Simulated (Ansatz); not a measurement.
# ZrC (Fm-3m) in Ansatz: a series of runs

The runs below take ZrC through single point, relaxation of cell and atoms, with PBE, RPBE+D4.

Everything below comes from runs of Ansatz 0.2.0. Logs are shortened: lines on timing, memory, paths and dates and some standing lists are left out, and cuts for length are marked.

## (1) Starting point

It takes space group Fm-3m (No. 225, cubic). The conventional cell has a = 4.730 Å, b = 4.730 Å, c = 4.730 Å, α = 90.00°, β = 90.00°, γ = 90.00°. Around Zr (site symmetry m-3m) lie 6 C at 2.37 Å. Around C (site symmetry m-3m) lie 6 Zr at 2.37 Å.

## (2) Single point, PBE

Input file input.yaml:

```yaml
crystal:
  lattice:
    - [0.0, 2.365, 2.365]
    - [2.365, 0.0, 2.365]
    - [2.365, 2.365, 0.0]
  atoms:
    - { symbol: Zr, position: [0.5, 0.5, 0.5] }
    - { symbol: C, position: [0.0, 0.0, 0.0] }
hamiltonian:
  xc: pbe
  pseudopotentials: { kind: paw }
kpoints:
  mp_grid: { grid: [10, 10, 10] }
scf:
  occupations: { method: gaussian, width: 0.023 }
output:
  forces: true
  stress: true
  eigenvalues: true
```

Potentials or basis: Ansatz PAW.

Command:

```
ansatz run input.yaml --threads 2 --pin off --max-ram 5632MiB --backend cpu --events-out ev --progress --plain --runs-dir out
```

Log:

```text
Warning: RAYON_NUM_THREADS=2 ignored (pool sized by the plan → 2); use --threads N
Engine: ansatz 0.2.0, aarch64-unknown-linux-gnu
Pseudopotentials: kind: paw
Pseudopotential: Zr, paw, valence charge 12, recommended cutoff 420 eV (normal), Zr.paw.azcp
Pseudopotential: C, paw, valence charge 4, recommended cutoff 420 eV (normal), C.paw.azcp
Functional definition: PBE
  parameter kappa = 0.804
  parameter beta = 0.06672455060314922
  exchange = pbe_x(kappa = kappa, mu = beta*pi^2/3)
  correlation = pbe_c(beta = beta)
Crystal: 2 atoms, lattice volume = 26.456 Å³
Basis set: ecut = 420 eV, 531 PW (Γ), exchange–correlation on 48×48×48 points (8 copies of the dense FFT grid, shifted against one another)
Bands: 12, of which v1, the nominal top of the filled ones, is band 8 counted from 1 (7 counted from 0)
Symmetry: 48 space group operations
Space group: Fm-3m (ITA 225), of the structure as read, at distance tolerance 3.0e-5 Å
k-points: 47 of 1000
Non-local potential: Zr, projectors of the file, l = 0: 3, l = 1: 2, l = 2: 2, l = 3: 2
Non-local potential: C, projectors of the file, l = 0: 2, l = 1: 2, l = 2: 1
PAW form: soft (Blöchl's): semilocal exchange-correlation on the pseudo side does not see the compensation charge
PAW one-centre angular grid: Zr, 590 points (default); XC on 64 Gauss nodes
PAW one-centre angular grid: C, 110 points (default); XC on 64 Gauss nodes
Initial density: superposition of atomic densities (neutral atoms: chi_scale 0, normalization atom), corrected by the library's trained network
Initial wavefunctions: pseudopotential atomic-orbital guess
Functional: x = pbe(κ = 0.804, μ = 0.2195149727645171), c = pbe(β = 0.06672455060314922)
SCF iter   1: F=—  HF=-4436.490949 eV  |F-HF|=—  |Δ(HF+E_count)|=         —  Δρ=1.58e-3  dr2=6.68e-4  ethr=1.77e-3  ⟨swp⟩=5.4  Hψ=2863  notcnv=0
preconditioner: auto → none  [insulator: Δε(μ)=0.099 eV  Ē_g=17.920 eV  σ=0.023 eV  W_gap=1.00  n_scr=8 (ndim 8)  ℏωp=27.0 eV  f_vac=0.000  D(μ)=0.01/eV (n_scr^D=0)  ε∞_Penn≈3.3]
SCF iter   2: F=—  HF=-4436.490479 eV  |F-HF|=—  |Δ(HF+E_count)|=   4.70e-4  Δρ=5.79e-4  dr2=4.95e-5  ethr=4.17e-6  ⟨swp⟩=2.4  Hψ=1232  notcnv=0
SCF iter   3: F=—  HF=-4436.490488 eV  |F-HF|=—  |Δ(HF+E_count)|=   9.67e-6  Δρ=1.51e-4  dr2=1.73e-6  ethr=3.10e-7  ⟨swp⟩=2.1  Hψ=788  notcnv=0
iter 4 did not close the SCF: its close was put off for the readings that it lacked (scf_convergence_deferred on its scf_iter line)
SCF iter   4: F=-4436.490490 eV  HF=-4436.490490 eV  |F-HF|=6.01e-8  |Δ(HF+E_count)|=   1.59e-6  Δρ=3.04e-5  dr2=7.04e-8  ethr=1.08e-8  ⟨swp⟩=2.4  Hψ=930  notcnv=0
iter 5 did not close the SCF: its close was put off for the readings that it lacked (scf_convergence_deferred on its scf_iter line)
SCF iter   5: F=-4436.490490 eV  HF=-4436.490490 eV  |F-HF|=1.41e-9  |Δ(HF+E_count)|=   7.20e-8  Δρ=5.24e-6  dr2=4.23e-9  ethr=4.40e-10  ⟨swp⟩=2.9  Hψ=961  notcnv=0
SCF iter   6: F=-4436.490490 eV  HF=-4436.490490 eV  |F-HF|=9.09e-13  |Δ(HF+E_count)|=  1.96e-10  Δρ=3.27e-7  dr2=1.10e-11  ethr=2.64e-11  ⟨swp⟩=1.9  Hψ=1768  notcnv=0
SCF 1 converged in 6 iterations: F = -4436.490490 eV  dr2 = 1.10e-11
SCF converged after 6 iterations
Free energy (F): -4436.490490 eV
Harris-Foulkes:  -4436.490490 eV  (|F-HF|=9.09e-13)
Internal energy: -4436.490488 eV  (E = F + TS)
E sigma→0 (E₀):  -4436.490489 eV
Entropy (-TS):   -0.000002 eV (-0.001 meV/atom)
Fermi energy:    14.541486 eV
--- Per-component energies (eV) ---
  E_band       = -54.043068
  E_kinetic    = 421.276486
  E_local      = -604.444978  (includes V_loc(G=0)·N_el)
  E_nonlocal   = 104.313937
  E_hartree    = 181.197275
  E_xc         = -211.039625
  E_vxc        = -252.250155  (∫ρ·V_xc dr)
  E_paw        = -3051.929794  (= ΣΔE_a)
  E_vpaw       = -85.332994  (= ΣTr[D̂ρ^β])
  E_aug_tail   = 0.000038  (compensation charges beyond the density's cutoff)
  E_ewald      = -1275.863827
  E_smearing   = -0.000002  (= −TS)
  E_closure    = 0.000000  (closes the sum)
  Σ components = -4436.490490   (vs F -4436.490490, Δ=0.00e0)
--- Forces (eV/Å), atoms counted from 1 ---
  atom   1  Zr     0.00000000    -0.00000000     0.00000000
  atom   2  C     -0.00000000     0.00000000     0.00000000
  max |Σ_I F_I| component: 3.18e-29 eV/Å
--- Stress (GPa, compression-positive) ---
       -2.958532       0.000000       0.000000
       -0.000000      -2.958532      -0.000000
       -0.000000       0.000000      -2.958532
  P = ⅓ Tr σ = -2.9585 GPa (-29.585 kbar)
--- Band table (eV; the first three rows and the last of 47) ---
  k-point 0: bands = ["-33.6201", "-11.3443", "-11.3443", "-11.3443", "3.3091", "15.4803", "15.4803", "15.4803", "15.6388", "15.6388", "15.6388", "17.3089"]
  k-point 1: bands = ["-33.6113", "-11.4258", "-11.3515", "-11.3515", "3.5276", "14.1950", "14.4878", "14.4878", "16.0022", "16.0022", "16.4307", "18.3946"]
  k-point 2: bands = ["-33.5882", "-11.6331", "-11.3702", "-11.3702", "4.1296", "12.6194", "13.3195", "13.3195", "16.6380", "16.6380", "16.9878", "20.2313"]
  k-point 46: bands = ["-33.4961", "-11.8867", "-11.7574", "-11.6284", "5.0724", "12.1619", "12.2436", "12.2544", "16.9286", "18.5868", "20.0869", "21.0022"]
```

It took 0.53 s on 2 threads of Arm Neoverse V2, shared host; peak memory 0.28 GiB.

What came out:

| Property | Result |
| --- | --- |
| Free energy | -4436.4905 eV |
| Pressure | -3.0 GPa |

Levels at points of the mesh, in eV from the Fermi level:
```csv
k point,band 6,band 7,band 8,band 9,band 10,band 11
"(0.00, 0.00, 0.00)",0.94,0.94,0.94,1.10,1.10,1.10
"(0.00, 0.00, -0.50)",-5.21,-2.86,-2.86,4.41,4.41,5.22
"(0.00, -0.50, -0.50)",-2.08,-1.69,0.05,0.05,4.36,5.54
```

## (3) Single point, PBE

Edit input.yaml of step 2 so:

```diff
@@ -14,3 +14,3 @@
 scf:
-  occupations: { method: gaussian, width: 0.023 }
+  occupations: { method: gaussian, width: 0.024 }
 output:
```

Potentials or basis: Ansatz PAW.

Command:

```
ansatz run input.yaml --threads 2 --pin off --max-ram 5632MiB --backend cpu --events-out ev --progress --plain --runs-dir out
```

Wall time 0.53 s (2 threads of Arm Neoverse V2, shared host); peak memory 0.28 GiB.

Results (log left out):

- Free energy: -4436.4905 eV
- Pressure: -3.0 GPa

Levels at points of the mesh, in eV from the Fermi level:
| k point | band 5 | band 6 | band 7 | band 8 | band 9 | band 10 | band 11 | band 12 |
| --- | --- | --- | --- | --- | --- | --- | --- | --- |
| (0.00, 0.00, 0.00) | -11.23 | 0.94 | 0.94 | 0.94 | 1.10 | 1.10 | 1.10 | 2.77 |
| (0.00, 0.00, -0.50) | -8.25 | -5.21 | -2.86 | -2.86 | 4.41 | 4.41 | 5.22 | 6.46 |
| (0.00, -0.50, -0.50) | -10.06 | -2.08 | -1.69 | 0.05 | 0.05 | 4.36 | 5.54 | 5.54 |

## (4) Relaxation of cell and atoms, RPBE+D4

Input file input.yaml:

```yaml
crystal:
  lattice:
    - [0.0, 2.365, 2.365]
    - [2.365, 0.0, 2.365]
    - [2.365, 2.365, 0.0]
  atoms:
    - { symbol: Zr, position: [0.5, 0.5, 0.5] }
    - { symbol: C, position: [0.0, 0.0, 0.0] }
hamiltonian:
  xc: rpbe
  pseudopotentials: { kind: paw }
  dispersion: d4
kpoints:
  mp_grid: { grid: [10, 10, 10] }
scf:
  occupations: { method: fermi_dirac, width: 0.05 }
output:
  forces: true
  stress: true
  write_density: true
  write_potential: true
  elf: true
  volumetric_format: npy
relax:
  f_tol: 0.01
  max_steps: 40
  cell: { stress_tol: 0.05 }
```

Command:

```
ansatz run input.yaml --threads 2 --pin off --max-ram 5632MiB --backend cpu --events-out ev --progress --plain --runs-dir out
```

Wall time 4.5 s (2 threads of Arm Neoverse V1, shared host); peak memory 0.3 GiB.

The run converged. Its results:

```yaml
Free_energy: -4445.5109 eV
Relaxed_volume: 12.85 Å³/atom
Relaxed_cell: a = 3.312 Å, b = 3.312 Å, c = 3.312 Å, α = 60.00°, β = 60.00°, γ = 60.00°
Space_group_after_relaxing_to_0.05_Å: Fm-3m (No. 225)
Energy_gained_by_relaxing: 7.6 meV/atom
Ionic_steps: 5
Pressure_after_relaxing: 0.0 GPa
Band_gap_on_the_k_mesh: none (metal or under the smearing width)
```

Step by step:
```
step  energy change (eV)  largest force (eV/Å)  volume (Å³)
   1              0.0000                0.0000        26.46
   2             -0.0039                0.0000        25.03
   3             -0.0158                0.0000        25.72
   4             -0.0159                0.0000        25.69
   5             -0.0152                0.0000        25.69
```

Final structure:
```yaml
crystal:
  lattice:
    - [0.00000, 2.34209, 2.34209]
    - [2.34209, 0.00000, 2.34209]
    - [2.34209, 2.34209, 0.00000]
  atoms:
    - { symbol: Zr, position: [0.50000, 0.50000, 0.50000] }
    - { symbol: C, position: [0.00000, 0.00000, 0.00000] }
```

Levels at points of the mesh, in eV from the Fermi level:
| k point | band 4 | band 5 | band 6 | band 7 | band 8 | band 9 | band 10 | band 11 | band 12 |
| --- | --- | --- | --- | --- | --- | --- | --- | --- | --- |
| (0.00, 0.00, 0.00) | -25.81 | -11.40 | 0.93 | 0.93 | 0.93 | 1.10 | 1.10 | 1.10 | 2.82 |
| (0.00, 0.00, -0.50) | -25.89 | -8.30 | -5.34 | -2.98 | -2.98 | 4.55 | 4.55 | 5.40 | 6.56 |
| (0.00, -0.50, -0.50) | -26.10 | -10.26 | -2.07 | -1.79 | 0.06 | 0.06 | 4.48 | 5.73 | 5.73 |

Caveat: the plane-wave basis is chosen anew once the cell has moved, so the energies of steps on either side of that aren't comparable; pairwise dispersion overbinds metals, which lowers pressure and volume; the PAW data sets come from PBE, with cores solved anew for the run's functional, which leaves a small shift of forces and pressure.

## (5) Overview

| task | level | cell | smearing | pressure (GPa) |
| --- | --- | --- | --- | --- |
| single point | PBE | as given | gaussian 0.023 eV | -3.0 |
| single point | PBE | as given | gaussian 0.024 eV | -3.0 |
| relaxation of cell and atoms | RPBE+D4 | relaxed | fermi-dirac 0.05 eV | 0.0 |

Alike in all rows: potentials or basis Ansatz PAW; no spin polarisation; k mesh 10 × 10 × 10; cutoff (eV) 420.

Caveats: the plane-wave basis is chosen anew once the cell has moved, so the energies of steps on either side of that aren't comparable (some runs); pairwise dispersion overbinds metals, which lowers pressure and volume (some runs); the PAW data sets come from PBE, with cores solved anew for the run's functional, which leaves a small shift of forces and pressure (some runs).

Total energies depend on the potentials used, so only differences within one code and one set of settings carry meaning.
